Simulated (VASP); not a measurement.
## KTaO3 (strained measured structure), r²SCAN single-point calculation: Ansatz's output and VASP's

```xyz
5
Lattice="3.9901 0.0000 0.0000 0.0000 3.9901 0.0000 0.0000 0.0000 4.2020" Properties=species:S:1:pos:R:3 pbc="T T T"
K     1.9951    1.9951    2.1010
Ta    0.0000    0.0000    0.0000
O     1.9951    0.0000    0.0000
O     0.0000    1.9951    0.0000
O     0.0000    0.0000    2.1010
```

Ansatz printed

```
SCF 1 converged in 8 iterations: F = -13199.171072 eV  dr2 = 2.54e-9
  greatest PAW one-centre occupation: 0.998 electrons in one spin orbital (limit 2), on the Ta atom at site 1 (counted from 0), in its partial waves of l = 0
NSCF: frozen V_eff on 4 k-points
SCF converged after 8 iterations
Free energy (F): -13199.171072 eV
Harris-Foulkes:  -13199.171072 eV  (|F-HF|=1.26e-10)
Internal energy: -13199.171072 eV  (E = F + TS)
E sigma→0 (E₀):  -13199.171072 eV
Fermi energy:    7.735443 eV
--- Per-component energies (eV) ---
  E_band       = -317.491597
  E_kinetic    = 1143.664047
  E_local      = -2291.224287  (includes V_loc(G=0)·N_el)
  E_nonlocal   = 167.591466
  E_hartree    = 799.878360
  E_xc         = -558.287164
  E_vxc        = -724.454863  (∫ρ·V_xc dr)
  E_paw        = -9689.838697  (= ΣΔE_a)
  E_vpaw       = -255.225631  (= ΣTr[D̂ρ^β])
  E_aug_tail   = 0.003162  (compensation charges beyond the density's cutoff)
  E_vtau       = 42.396613  (kinetic-family band-sum trace: ∫τ·v_τ [+ j·A + Jᵃ·Aᵃ] dr)
  E_ewald      = -2769.909671
  E_core_change = -1.048288  (= ΣΔE_core)
  E_smearing   = -0.000000  (= −TS)
  E_closure    = -0.000000  (closes the sum)
  Σ components = -13199.171072   (vs F -13199.171072, Δ=0.00e0)
--- Forces (eV/Å), atoms counted from 1 ---
  atom   1  K      0.00000000    -0.00000000     0.00000000
  atom   2  Ta    -0.00000000     0.00000000     0.00000000
  atom   3  O      0.00000000    -0.00000000     0.00000000
  atom   4  O      0.00000000     0.00000000     0.00000000
  atom   5  O     -0.00000000     0.00000000     0.00000000
  max |Σ_I F_I| component: 4.32e-29 eV/Å
--- Stress (GPa, compression-positive) ---
       -3.847310       0.000000       0.000000
        0.000000      -3.847310       0.000000
        0.000000       0.000000     -18.583838
  P = ⅓ Tr σ = -8.7595 GPa (-87.595 kbar)
--- Band table (eV; the first three rows and the last of 40) ---
  k-point 0: bands = ["-61.9740", "-27.7319", "-27.7319", "-27.6807", "-20.7062", "-10.8009", "-10.2742", "-9.6166", "-3.5301", "-3.4523", "-3.4523", "5.0711", "5.2106", "5.2106", "6.4778", "6.7089", "6.7089", "7.0306", "7.1447", "7.1447", "10.1513", "10.1513", "10.2138", "13.6293", "14.6431"]
  k-point 1: bands = ["-61.9740", "-27.7315", "-27.7315", "-27.6926", "-20.7022", "-10.7976", "-10.2712", "-9.4749", "-3.4983", "-3.4463", "-3.4463", "4.6260", "5.2085", "5.2085", "6.3434", "6.3968", "6.5560", "6.5560", "6.8902", "6.8902", "10.2372", "10.7665", "10.7665", "14.6496", "14.7757"]
  k-point 2: bands = ["-61.9739", "-27.7307", "-27.7307", "-27.7164", "-20.6942", "-10.8032", "-10.2651", "-9.1554", "-3.4343", "-3.4343", "-3.4341", "3.5067", "5.2203", "5.2203", "5.6699", "6.0687", "6.0687", "6.2421", "6.7608", "6.7608", "10.2847", "11.8445", "11.8445", "14.6599", "15.9294"]
  k-point 39: bands = ["-61.9730", "-27.8217", "-27.8217", "-27.7200", "-20.6618", "-9.3280", "-9.3280", "-8.9552", "-3.6890", "-3.6890", "-3.6755", "2.0042", "2.0059", "2.9544", "3.5352", "4.0564", "4.0564", "7.6169", "7.7354", "7.7354", "14.0195", "14.0195", "14.4216", "17.0705", "17.0705"]
```

Datasets and cutoffs are each program's own. VASP's cell holds 38 valence electrons and Ansatz's 40. Ansatz's stress includes a Pulay correction; VASP's doesn't.

**Question.** What does VASP give for the same cell and level of theory?

**Answer.** gap between bands v and c 2.39 eV; least direct gap 2.99 eV; pressure -8.0 GPa.

From OUTCAR

```
k-points           NKPTS =     40   k-points in BZ     NKDIM =     40   number of bands    NBANDS=     27

   NELECT =      38.0000    total number of electrons

   dimension x,y,z NGX =    30 NGY =   30 NGZ =   32
   dimension x,y,z NGXF=    60 NGYF=   60 NGZF=   64

  energy-cutoff  :      520.00
  volume of cell :       66.90
      direct lattice vectors                 reciprocal lattice vectors
     3.990130959  0.000000000  0.000000000     0.250618341  0.000000000  0.000000000
     0.000000000  3.990130959  0.000000000     0.000000000  0.250618341  0.000000000
     0.000000000  0.000000000  4.202006912     0.000000000  0.000000000  0.237981522

 k-points in reciprocal lattice and weights: KPOINTS created by Atomic Simulation Env
   0.00000000  0.00000000  0.00000000       0.005
   0.16666667  0.00000000  0.00000000       0.019
   0.33333333  0.00000000  0.00000000       0.019
   0.50000000  0.00000000  0.00000000       0.009
   0.16666667  0.16666667  0.00000000       0.019
   0.33333333  0.16666667  0.00000000       0.037
   0.50000000  0.16666667  0.00000000       0.019
   0.33333333  0.33333333  0.00000000       0.019
   ...

 E-fermi :   1.1950

 k-point     1 :       0.0000    0.0000    0.0000
  band No.  band energies     occupation
      1     -34.4943      2.00000
      2     -34.4943      2.00000
      3     -34.4472      2.00000
      4     -27.4198      2.00000
      5     -17.4476      2.00000
      6     -16.9126      2.00000
      7     -16.2589      2.00000
      8     -10.2427      2.00000
      9     -10.1657      2.00000
     10     -10.1657      2.00000
     11      -1.5783      2.00000
     12      -1.4399      2.00000
     13      -1.4399      2.00000
     14      -0.1511      2.00000
     15       0.0788      2.00000
     16       0.0788      2.00000
     17       0.3953      2.00000
     18       0.5109      2.00000
     19       0.5109      2.00000
     20       3.4994      0.00000
     21       3.4994      0.00000
     22       3.5665      0.00000
     23       6.9261      0.00000
     24       7.9216      0.00000
     25       8.2384      0.00000
     26       9.5822      0.00000
     27       9.8489      0.00000

 k-point     2 :       0.1667    0.0000    0.0000
  band No.  band energies     occupation
      1     -34.5188      2.00000
      2     -34.4934      2.00000
      3     -34.4464      2.00000
      4     -27.4142      2.00000
      5     -17.3393      2.00000
      6     -16.7777      2.00000
      7     -16.2629      2.00000
      8     -10.2332      2.00000
      9     -10.1558      2.00000
     10     -10.1429      2.00000
     11      -2.2117      2.00000
     12      -1.6051      2.00000
     13      -1.4666      2.00000
     14      -0.5247      2.00000
     15      -0.3628      2.00000
     16      -0.3037      2.00000
     17       0.1830      2.00000
     18       0.2817      2.00000
     19       0.4607      2.00000
     20       3.5356      0.00000
     21       4.2830      0.00000
     22       4.3347      0.00000
     23       7.0425      0.00000
     24       8.3903      0.00000
     25       9.1634      0.00000
     26       9.9736      0.00000
     27      10.2217      0.00000

 k-point     3 :       0.3333    0.0000    0.0000
  band No.  band energies     occupation
      1     -34.5673      2.00000
      2     -34.4918      2.00000
      3     -34.4447      2.00000
      4     -27.4028      2.00000
      5     -17.2590      2.00000
      6     -16.3692      2.00000
      7     -16.2201      2.00000
      8     -10.2143      2.00000
      9     -10.1359      2.00000
     10     -10.0965      2.00000
     11      -3.8696      2.00000
     12      -1.6516      2.00000
     13      -1.5415      2.00000
     14      -1.1450      2.00000
     15      -0.9608      2.00000
     16      -0.8021      2.00000
     17      -0.1100      2.00000
     18       0.2073      2.00000
     19       0.3742      2.00000
     20       3.6100      0.00000
     21       5.6588      0.00000
     22       5.6818      0.00000
     23       7.1524      0.00000
     24       9.0961      0.00000
     25      10.3732      0.00000
     26      10.8508      0.00000
     27      11.5207      0.00000

 ...

  Total       -1.2758327     -1.2758327     -7.5146587      0.0000000     -0.0000000      0.0000000
  in kB      -30.5543635    -30.5543635   -179.9653037      0.0000000     -0.0000000      0.0000000
  external PRESSURE =     -80.3580102 kB  Pullay stress =       0.0000000 kB

 POSITION                                       TOTAL-FORCE (eV/Angst)
 -----------------------------------------------------------------------------------
      1.99507      1.99507      2.10100         0.000000      0.000000      0.000000
      0.00000      0.00000      0.00000         0.000000      0.000000      0.000000
      1.99507      0.00000      0.00000         0.000000      0.000000      0.000000
      0.00000      1.99507      0.00000         0.000000      0.000000      0.000000
      0.00000      0.00000      2.10100         0.000000      0.000000      0.000000
 -----------------------------------------------------------------------------------
    total drift:                                0.000000     -0.000000      0.000000

  FREE ENERGIE OF THE ION-ELECTRON SYSTEM (eV)
  ---------------------------------------------------
  free  energy   TOTEN  =       -86.9675901594 eV

  energy  without entropy=      -86.9675901594  energy(sigma->0) =      -86.96759016
```
